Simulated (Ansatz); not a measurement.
# HfGe2N4 monolayer in a perpendicular field, part 2 of 2

What dipole does a perpendicular field induce in the HfGe2N4 monolayer, and does the gap follow? A positive field points along +c.

Ansatz 0.2.0; plane-wave DFT, PBE-D3(BJ), Ansatz PAW.

So far. Step 2 (Relaxing the slab): The lattice constant a goes from 3.020 to 3.132 Å.

**3. Single point, field 0**

A sawtooth potential applies the field, turning back in the middle of the vacuum. With the dipole correction the typed value is the field outside the slab. The induced dipole is small, so the SCF threshold is tight.

The cell differs from the one that the last finished run ended in (c 46.447 → 25.334 Å).

The input, input.yaml:

```yaml
crystal:
  lattice:
    - [3.1322659603, 0.0, 0.0]
    - [-1.5661329802, 2.712621893, 0.0]
    - [0.0, 0.0, 25.3337575489]
  atoms:
    - { symbol: "N", position: [0.0, 0.0, 0.355257209] }
    - { symbol: Ge, position: [0.3333333333, 0.6666666667, 0.3780853705] }
    - { symbol: "N", position: [0.3333333333, 0.6666666667, 0.4518811044] }
    - { symbol: Hf, position: [0.0, 0.0, 0.5] }
    - { symbol: "N", position: [0.3333333333, 0.6666666667, 0.5481188956] }
    - { symbol: Ge, position: [0.3333333333, 0.6666666667, 0.6219146295] }
    - { symbol: "N", position: [0.0, 0.0, 0.644742791] }
kpoints:
  mp_grid: { grid: [18, 18, 1] }
  band_path:
    path: [[0, 0, 0], [0.5, 0, 0], [0.33333333, 0.33333333, 0], [0, 0, 0]]
    npoints: 16
hamiltonian:
  xc: pbe
  dispersion: d3bj
scf:
  occupations: { method: fermi_dirac, width: 0.02585 }
  convergence: { dr2_threshold: 1.0e-10 }
efield:
  axis: 3
  dipole_correction: true
  ramp_position: 0.97
  ramp_width: 0.06
  amplitude: 0
output:
  dos: { projected: true, e_range: [-6, 5] }
  write_potential: true
  write_density: true
  volumetric_format: npy
  elf: true
```

On the command line:

```bash
> ansatz run input.yaml --threads 2 --pin off --max-ram 3072MiB --backend cpu --events-out ev --progress --plain --runs-dir out
```

Numbers of over 12 decimals in the logs are rounded to 6 here.

The program printed:

```text
[...]
Crystal: 7 atoms, lattice volume = 215.252 Å³
Basis set: ecut = 420 eV, 4165 PW (Γ)
Bands: 45, of which v1, the nominal top of the filled ones, is band 37 counted from 1 (36 counted from 0)
Symmetry: 6 space group operations
k-points: 37 of 324 (time reversal used)
[...]
SCF iter   1: F=—  HF=-25851.719588 eV  |F-HF|=—  |Δ(HF+E_count)|=         —  Δρ=4.12e-3  dr2=4.63e-2  ethr=1.77e-3  p=0.000 e·Å  D=1.93e-14 V/Å  ΔV_dip=-0.00 eV  dr2_dipole=1.16e-7  V_vac-E_F(+/−)=5.92/5.92 eV  ⟨swp⟩=8.4  Hψ=7318  notcnv=0  defer=5
efield: sawtooth ramp at fractional position 0.9700 (set: `efield.ramp_position`, or a place that a band, a saddle search or an elastic batch's reference lends), width 0.0600; the density the first Hamiltonian is built on has a dipole p = 0.000 e·Å; the dipole correction subtracts the counter field D = 1.93e-14 V/Å, which shifts the + side's vacuum level by -0.00 eV against the − side's; the planar-averaged density in the ramp window peaks in size at 1.5e-5 e/Å³
[...]
SCF iter   2: F=—  HF=-25851.718076 eV  |F-HF|=—  |Δ(HF+E_count)|=   1.51e-3  Δρ=2.13e-3  dr2=8.59e-3  ethr=6.26e-5  p=-0.000 e·Å  D=-1.04e-4 V/Å  ΔV_dip=0.00 eV  dr2_dipole=4.86e-7  V_vac-E_F(+/−)=5.93/5.93 eV  ⟨swp⟩=3.7  Hψ=3404  notcnv=0  defer=91
[...]
SCF iter  14: F=-25851.719208 eV  HF=-25851.719208 eV  |F-HF|=5.09e-11  |Δ(HF+E_count)|=  1.09e-10  Δρ=3.82e-8  dr2=5.29e-12  ethr=1.00e-12  p=-0.000 e·Å  D=-9.84e-8 V/Å  ΔV_dip=0.00 eV  dr2_dipole=4.09e-13  V_vac-E_F(+/−)=5.94/5.94 eV  ⟨swp⟩=1.9  Hψ=3897  notcnv=0
SCF 1 converged in 14 iterations: F = -25851.719208 eV  dr2 = 5.29e-12
[...]
NSCF: frozen V_eff on 49 k-points
efield: sawtooth ramp at fractional position 0.9700 (kept from the solve that this one continues, or follows in the run), width 0.0600; the density the first Hamiltonian is built on has a dipole p = -0.000 e·Å; the dipole correction subtracts the counter field D = -9.84e-8 V/Å, which shifts the + side's vacuum level by +0.00 eV against the − side's; the planar-averaged density in the ramp window peaks in size at 7.3e-6 e/Å³
[...]
SCF converged after 14 iterations
Free energy (F): -25851.719208 eV
[...]
Internal energy: -25851.719208 eV  (E = F + TS)
E sigma→0 (E₀):  -25851.719208 eV
Fermi energy:    1.373536 eV
Dipole field:    D = 0.000001 V/Å  (p = 0.000001 e·Å, saw-weighted, corrected)
Work function:   Φ+ = 5.9441 eV   Φ− = 5.9441 eV
Levels:          The Fermi level and band energies are counted from a zero that moves with the ramp; work functions are not
[...]
--- Band table (eV; the first three rows and the last of 37) ---
  k-point 0: bands = [... 33 lower, -1.0499, -0.0354, -0.0354, 0.2386, 2.1736, 3.2315, 4.8933, 5.8104, ... 4 higher]
  k-point 1: bands = [... 33 lower, -1.0694, -0.1292, -0.0830, 0.3575, 2.4245, 3.4045, 4.6931, 5.9958, ... 4 higher]
  k-point 2: bands = [... 33 lower, -1.0413, -0.2760, -0.2166, 0.4489, 2.9335, 3.8218, 4.2817, 6.4525, ... 4 higher]
  k-point 36: bands = [... 33 lower, -1.6587, -1.5093, -0.1587, 0.5304, 3.0924, 5.5497, 6.6209, 6.6345, ... 4 higher]
```

The job ended after 40 s (2 threads of Arm Neoverse V2, shared host; peak memory 0.69 GiB).

Reading the cycles: dr2 is the Hartree energy of the density residual (eV), the measure of convergence; HF is the Harris–Foulkes estimate of the energy, which meets the free energy F at convergence.

This step gave:

```
gap on the k-mesh                  : 1.643 eV
dipole along the normal            : 8.70e-7 e·Å
gap along the path                 : 1.643 eV
smallest direct gap along the path : 1.935 eV
ionisation energy, upper face      : 6.787 eV
electron affinity, upper face      : 5.144 eV
gap, the smaller of path and mesh  : 1.643 eV
```

Running mean over a fixed 2.7 Å (it still follows the layers) of the planar mean; the ramp of the sawtooth is left out. Electron's electrostatic potential energy less the Fermi level against z:

| z (Å) | electron's electrostatic potential energy less the Fermi level (eV) |
| --- | --- |
| 3.5 | 5.94 |
| 4.0 | 5.94 |
| 4.5 | 5.94 |
| 5.0 | 5.94 |
| 5.5 | 5.94 |
| 6.0 | 5.93 |
| 6.5 | 5.86 |
| 7.0 | 5.50 |
| 7.5 | 3.69 |
| 8.0 | -0.121 |
| 8.5 | -3.65 |
| 9.0 | -5.97 |
| 9.5 | -6.86 |
| 10.0 | -7.36 |
| 10.5 | -6.55 |
| 11.0 | -5.74 |
| 11.5 | -6.71 |
| 12.0 | -8.62 |
| 12.5 | -10.0 |
| 13.0 | -9.71 |
| 13.5 | -7.97 |
| 14.0 | -6.24 |
| 14.5 | -5.80 |
| 15.0 | -6.99 |
| 15.5 | -7.25 |
| 16.0 | -6.66 |
| 16.5 | -5.37 |
| 17.0 | -2.59 |
| 17.5 | 1.23 |
| 18.0 | 4.58 |
| 18.5 | 5.68 |
| 19.0 | 5.89 |
| 19.5 | 5.93 |
| 20.0 | 5.94 |
| 20.5 | 5.94 |
| 21.0 | 5.94 |
| 21.5 | 5.94 |
| 22.0 | 5.94 |

The density of states has structure finer than the step of the table below, so its rows give means over 0.2 eV, whole bins alone (the curve runs from -6 to 2.79 eV). Peaks (eV: height): -4.26: 11.9, -4.18: 14.5, -2.44: 8.76, -1.56: 13.8, -1.51: 10.0, -1.37: 8.51, -0.93: 9.42.

Density of states against energy, zero at the Fermi level of the run, which the smearing sets inside the gap; means over each step:

energy (eV), density of states (states/eV a cell) and a bar:
```
     -5.8        2.0 #######
     -5.6        5.3 #################
     -5.4        1.9 ######
     -5.2        3.7 ############
     -5.0        3.1 ##########
     -4.8        3.2 ##########
     -4.6        4.0 #############
     -4.4        5.5 ##################
     -4.2        9.2 ##############################
     -4.0        2.6 ########
     -3.8        2.2 #######
     -3.6        3.1 ##########
     -3.4        3.0 ##########
     -3.2        2.5 ########
     -3.0        2.1 #######
     -2.8        2.2 #######
     -2.6        2.3 #######
     -2.4        6.1 ####################
     -2.2        6.3 ####################
     -2.0        4.5 ###############
     -1.8        5.4 #################
     -1.6        7.6 #########################
     -1.4        4.4 ##############
     -1.2        3.4 ###########
     -1.0        3.7 ############
     -0.8        0.2 #
     -0.6        0.0 
     -0.4        0.0 
     -0.2        0.0 
      0.0        0.0 
      0.2        0.0 
      0.4        0.0 
      0.6        0.0 
      0.8        0.0 
      1.0        0.8 ##
      1.2        4.6 ###############
      1.4        2.2 #######
      1.6        1.5 #####
      1.8        0.9 ###
      2.0        0.1 
      2.2        0.2 #
      2.4        0.2 #
      2.6        0.3 #
```

Projected DOS per atom over height of the atomic layer and energy from the Fermi level. Layers: N Ge N Hf N Ge N from below.

Ten even steps from '0' (0.00 states/eV) to '9' (1.96 states/eV), each cell a mean:
```
0000000
0000000
0002000
0009000
0006000
0000000
0000000
0000000
0000000
3020203
7051507
4072704
4073704
2042402
1021201
2022202
2111112
6254526
3132313
2131312
2121212
2111112
```
Columns: height of the atomic layer (Å) from 9 to 16.3 (not evenly spaced); rows upwards: energy from the Fermi level (eV) from -5.96 to 2.77.

Electronic bands along the path, in eV, zero at the Fermi level of the run, which the smearing sets inside the gap:

| point | band 34 | band 35 | band 36 | band 37 | band 38 | band 39 | band 40 | band 41 |
| --- | --- | --- | --- | --- | --- | --- | --- | --- |
| Γ | -2.42 | -1.41 | -1.41 | -1.14 | 0.80 | 1.86 | 3.52 | 4.44 |
| halfway | -2.12 | -2.09 | -1.99 | -1.14 | 1.46 | 2.93 | 3.21 | 5.47 |
| M | -2.60 | -1.67 | -1.60 | -1.30 | 1.06 | 2.72 | 2.85 | 5.26 |
| halfway | -2.40 | -2.12 | -1.55 | -1.16 | 1.32 | 4.34 | 4.37 | 4.91 |
| K | -3.03 | -2.88 | -1.53 | -0.84 | 1.72 | 4.18 | 5.25 | 5.26 |
| halfway | -2.27 | -1.78 | -1.61 | -1.24 | 1.33 | 3.73 | 4.18 | 5.11 |
| Γ | -2.42 | -1.41 | -1.41 | -1.14 | 0.80 | 1.86 | 3.52 | 4.44 |

Electrostatic potential energy in the ca plane at fractional y = 0.667, with atoms of Ge and N within 0.2 Å of it. With pseudopotentials it is smooth inside the atoms' cores, unlike the true potential.

Ten even steps from '0' (-43 eV) to '9' (7 eV), each cell a mean:
```
99999999999999999999988889999865568999988889
99999999999999999999988889998865568999988889
99999999999999999999987678998876678999876789
99999999999999999999863236864688885578632368
99999999999999999999731014610168850026310147
99999999999999999999730014600068850016310147
99999999999999999999852236853588874368522368
99999999999999999999986678998876678899866789
```
Columns run along c (16.0 Å, from fractional 0.05 to 0.68 of the cell; values clipped at the 3rd and 97th percentile), rows up along a (3.1 Å). Atoms in or near the plane, at fractional coordinates: Ge at (0.38, 0.33), N at (0.45, 0.33), N at (0.55, 0.33), Ge at (0.62, 0.33).

ELF in the ca plane at fractional y = 0.667, with atoms of Ge and N within 0.2 Å of it. It is the smooth field of the valence electrons, not physical close to the nuclei.

Ten even steps from '0' (0.00) to '9' (0.82), each cell a mean:
```
00000000000000000135677531012124321210136776
00000000000000000235777531011124421110136776
00000000000000000023565432367521126753234565
00000000000000000001333224799962279996322333
00000000000000000001220014974783396488300122
00000000000000000001220014973783386388300022
00000000000000000001332124799972289997321233
00000000000000000013555432478631137863234555
```
Columns run along c (16.0 Å, from fractional 0.05 to 0.68 of the cell), rows up along a (3.1 Å). Atoms in or near the plane, at fractional coordinates: Ge at (0.38, 0.33), N at (0.45, 0.33), N at (0.55, 0.33), Ge at (0.62, 0.33).

Valence density in the ca plane at fractional y = 0.667, with atoms of Ge and N within 0.2 Å of it. It is the smooth field of the valence electrons, not physical close to the nuclei.

Ten steps, logarithmic in the rise over the least value, from '0' (0 e/Å³) to '9' (31 e/Å³), each cell a mean:
```
00000000000011211000011232100000111100000000
00000000000011211000011232100000111100000000
00000000000001221101111121111101121100000000
00000000000001343222332112333213432100000000
00000000000002698334553112454336983100000000
00000000000002798434553213454336984100000000
00000000000001354223442112343223542100000000
00000000000001221111121111221111221100000000
```
Columns run along c (16.0 Å, from fractional 0.16 to 0.79 of the cell), rows up along a (3.1 Å). Atoms in or near the plane, at fractional coordinates: Ge at (0.38, 0.33), N at (0.45, 0.33), N at (0.55, 0.33), Ge at (0.62, 0.33).

The gap is 1.64 eV, with the valence edge 6.79 eV and the conduction edge 5.14 eV under the upper vacuum level. Spin-orbit coupling, left out in this run, matters for the bands of elements this heavy.

**4. Atoms held, field 0.1 V/Å**

input.yaml: that of step 3 with these lines changed.

```diff
@@ -29,5 +29,4 @@
   ramp_width: 0.06
-  amplitude: 0
+  amplitude: 0.1
 output:
-  dos: { projected: true, e_range: [-6, 5] }
   write_potential: true
@@ -35,2 +34 @@
   volumetric_format: npy
-  elf: true
```

The program printed:

```text
[...]
Crystal: 7 atoms, lattice volume = 215.252 Å³
Basis set: ecut = 420 eV, 4165 PW (Γ)
Bands: 45, of which v1, the nominal top of the filled ones, is band 37 counted from 1 (36 counted from 0)
Symmetry: 6 space group operations
k-points: 37 of 324 (time reversal used)
[...]
k-point 0: bands = [... 33 lower, -1.0467, -0.0355, -0.0355, 0.2387, 2.1726, 3.2318, 4.8930, 5.8095, ... 4 higher]
  k-point 1: bands = [... 33 lower, -1.0671, -0.1292, -0.0831, 0.3575, 2.4233, 3.4048, 4.6930, 5.9947, ... 4 higher]
  k-point 2: bands = [... 33 lower, -1.0422, -0.2760, -0.2167, 0.4490, 2.9322, 3.8213, 4.2824, 6.4498, ... 4 higher]
  k-point 36: bands = [... 33 lower, -1.6589, -1.5099, -0.1599, 0.5315, 3.0922, 5.5494, 6.6194, 6.6335, ... 4 higher]
[key lines of the parts left out:]
SCF converged after 16 iterations
Free energy (F): -25851.721161 eV
Fermi energy:    1.373485 eV
Dipole field:    D = 0.032840 V/Å  (p = 0.039066 e·Å, saw-weighted, corrected)
```

It took 42 s on 2 threads; peak memory 0.67 GiB; 84 s of CPU time.

The dipole is 0.0391 e·Å, and the gap 1.641 eV.

**5. Single point, field -0.1 V/Å**

input.yaml: that of step 4 with these lines changed.

```diff
@@ -29,3 +29,3 @@
   ramp_width: 0.06
-  amplitude: 0.1
+  amplitude: -0.1
 output:
```

The program printed:

```text
[...]
Crystal: 7 atoms, lattice volume = 215.252 Å³
Basis set: ecut = 420 eV, 4165 PW (Γ)
Bands: 45, of which v1, the nominal top of the filled ones, is band 37 counted from 1 (36 counted from 0)
Symmetry: 6 space group operations
k-points: 37 of 324 (time reversal used)
[...]
k-point 0: bands = [... 33 lower, -1.0467, -0.0355, -0.0355, 0.2387, 2.1726, 3.2318, 4.8930, 5.8095, ... 4 higher]
  k-point 1: bands = [... 33 lower, -1.0671, -0.1292, -0.0831, 0.3575, 2.4233, 3.4048, 4.6930, 5.9947, ... 4 higher]
  k-point 2: bands = [... 33 lower, -1.0422, -0.2760, -0.2167, 0.4490, 2.9322, 3.8213, 4.2824, 6.4498, ... 4 higher]
  k-point 36: bands = [... 33 lower, -1.6589, -1.5099, -0.1599, 0.5315, 3.0922, 5.5494, 6.6194, 6.6335, ... 4 higher]
[key lines of the parts left out:]
SCF converged after 16 iterations
Free energy (F): -25851.721161 eV
Fermi energy:    1.373485 eV
Dipole field:    D = -0.032841 V/Å  (p = -0.039066 e·Å, saw-weighted, corrected)
```

The job ended after 42 s (2 threads; peak memory 0.67 GiB).

The dipole is -0.0391 e·Å, and the gap 1.641 eV.

**6. Response, atoms held**

This step: plane-wave DFT, PBE-D3(BJ), Ansatz PAW; response to a field along the normal, atoms held (Ansatz 0.2.0).

The dipoles give the slope, and the difference of two potentials shows where the field is screened.

This step gave:

- equivalent conductor thickness p/(ε₀AE): 8.320 Å
- distance between the outer atoms: 7.334 Å

Dipole of the cell against applied field:

| applied field (V/Å) | dipole of the cell (e·Å) |
| --- | --- |
| -0.1000 | -0.0391 |
| 0.0000 | 8.7e-7 |
| 0.1000 | 0.0391 |

Local field over the applied field, running mean. From the potentials at -0.1 and 0.1 V/Å; running mean over 2.5 Å. Local field over applied field against z:

```csv
z (Å),local field over applied field
4.5,0.999
5.0,0.998
5.5,0.994
6.0,0.982
6.5,0.948
7.0,0.868
7.5,0.730
8.0,0.567
8.5,0.395
9.0,0.261
9.5,0.176
10.0,0.137
10.5,0.116
11.0,0.108
11.5,0.0980
12.0,0.0826
12.5,0.0651
13.0,0.0704
13.5,0.0880
14.0,0.103
14.5,0.109
15.0,0.123
15.5,0.145
16.0,0.199
16.5,0.300
17.0,0.450
17.5,0.623
18.0,0.781
18.5,0.901
19.0,0.963
19.5,0.987
20.0,0.996
20.5,0.999
21.0,1.000
```

The induced electron density oscillates, so the rows of the table below give means over windows of 1 Å about each position, cut where the curve ends. Its maxima inside the range that stand out by 2 % of the span (Å: e/Å³ per V/Å): 8.2: 0.00371, 9.1: 0.00177, 10.6: 0.00103, 11.5: 0.00159, 13.2: 0.00129, 14.2: 1.5e-4, 15.5: 0.00175, 16.5: -5.4e-4. Its minima: 8.9: 5.4e-4, 9.9: -0.00175, 11.1: -1.5e-4, 12.1: -0.00129, 13.8: -0.00159, 14.8: -0.00103, 16.2: -0.00177, 17.2: -0.00371.

Electrons, planar mean, per unit field. Induced electron density against z; means over each step:

```
z (Å)  induced electron density (e/Å³ per V/Å)
    5                                   8.8e-6
    6                                   9.7e-5
    7                                   8.0e-4
    8                                  0.00300
    9                                  0.00127
   10                                  -6.1e-4
   11                                   6.2e-4
   12                                  -3.2e-4
   13                                   6.0e-4
   14                                  -6.0e-4
   15                                  -4.2e-5
   16                                  -3.9e-4
   17                                 -0.00277
   18                                 -0.00145
   19                                  -2.1e-4
   20                                  -2.0e-5
   21                                  -2.1e-6
```

The smaller of the gaps on the path and on the k-mesh, counted as 0 under 0.03 eV. The gap stays at 1.64 eV for applied field from -0.1 to 0.1 V/Å.

By hand: between -0.1 and 0.1 V/Å the dipole changes by 0.07813 e·Å, a slope of 0.3907 e·Å²/V. A perfect conductor of thickness t has p = ε₀AEt, so t = 180.95 × 0.3907 / 8.497 = 8.32 Å (e/ε₀ = 180.95 V·Å, A in Å²).

The induced dipole is that of a conductor 8.32 Å thick.

**7. What came out**

* gap without field: 1.64 eV
* ionisation energy, upper face: 6.79 eV
* electron affinity, upper face: 5.14 eV
* equivalent conductor thickness, atoms held: 8.32 Å

What this shows: The induced dipole equals that of a perfect conductor 8.32 Å thick, while the outer atoms lie 7.33 Å apart; an out-of-plane ε follows only once a thickness t is chosen, by 1 − 1/ε = 8.32 Å / t. The gap stays within 0.01 eV of 1.64 eV over the fields run, up to 0.1 V/Å in size. Semilocal functionals give gaps that are too small, and excitons are not included. Spin-orbit coupling is left out, which matters for the bands of elements this heavy. The outer anions sit over the metal atoms, one of several polytypes of such layers and not the lowest for every compound.

[Logs are printed without paths, hosts, clocks, repeated set-up lines and the standing remarks that a program may print on its own settings, such as how far it seeks lower states.]

[Hosts, paths, dates, database ids (printed as entryN), source tags and the programs' standing remarks are cut or masked in the printed files.]

[Maps of the electrostatic potential energy from Ansatz leave out the sawtooth potential of an applied field or a dipole correction, so their vacuum need not be flat; planar profiles and work functions include it.]

[The density of states shown here was stored with 400 of the rows of the run's finer table, so its peaks can read low, often by over a quarter, or be missed, and its means over a window can be off by a tenth or more.]
